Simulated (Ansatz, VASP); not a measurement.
One calculation of Al, two programs

Contents of INCAR:

```
  ALGO = Normal
  EDIFF = 1E-7
  ENCUT = 520
  GGA = PE
  ISIF = 2
  ISMEAR = -1
  LASPH = T
  LCHARG = T
  LELF = T
  LREAL = F
  LVHAR = T
  LWAVE = F
  NBANDS = 10
  NELM = 80
  PREC = Accurate
  SIGMA = 0.1
```

KPOINTS

```
k-points
0
Gamma
  14 14 8
```

The input POSCAR:

```
Al
1.0
    2.8776024038      0.0000000000      0.0000000000
   -1.4388012019      2.4920767837      0.0000000000
    0.0000000000      0.0000000000      4.6361294923
Al
2
Direct
    0.3333333333      0.6666666667      0.2500000000
    0.6666666667      0.3333333333      0.7500000000
```

Input for Ansatz:

```yaml
crystal:
  lattice:
    - [2.8776024038, 0.0, 0.0]
    - [-1.4388012019, 2.4920767837, 0.0]
    - [0.0, 0.0, 4.6361294923]
  atoms:
    - { symbol: Al, position: [0.3333333333, 0.6666666667, 0.25] }
    - { symbol: Al, position: [0.6666666667, 0.3333333333, 0.75] }
hamiltonian:
  xc: pbe
  pseudopotentials:
    kind: paw
    azcp:
      Al: "pseudopotentials/Al.paw.azcp"
basis:
  ecutwfc: 420
  fft_grid_basis: typed
kpoints:
  mp_grid: { grid: [14, 14, 8], shift: [0, 0, 0] }
magnetization:
  spin_polarized: false
scf:
  occupations: { method: fermi_dirac, width: 0.1 }
  lower_state_search: "off"
output:
  stress: true
  write_density: true
  write_potential: true
  elf: true
  volumetric_format: npy
```

Alike in both runs: task single point; functional PBE; k mesh 14 × 14 × 8; occupations fermi-dirac, width 0.1 eV; no spin polarisation.

|  | VASP | Ansatz |
| --- | --- | --- |
| version | VASP 6.6.1 | Ansatz 0.2.0 |
| potentials or method | VASP PAW PBE potentials, release 64 (Al) | plane waves (420 eV) with PAW, scalar-relativistic |
| plane-wave cutoff (eV) | 520 | 420 |
| valence electrons in the cell | 6 | 6 |

|  | VASP | Ansatz | Ansatz less VASP |
| --- | --- | --- | --- |
| pressure (GPa) | 0.0 | 0.0 | +0.03 |
| largest component of the traceless stress (GPa) | 1.11 | 1.11 | +0.001 |
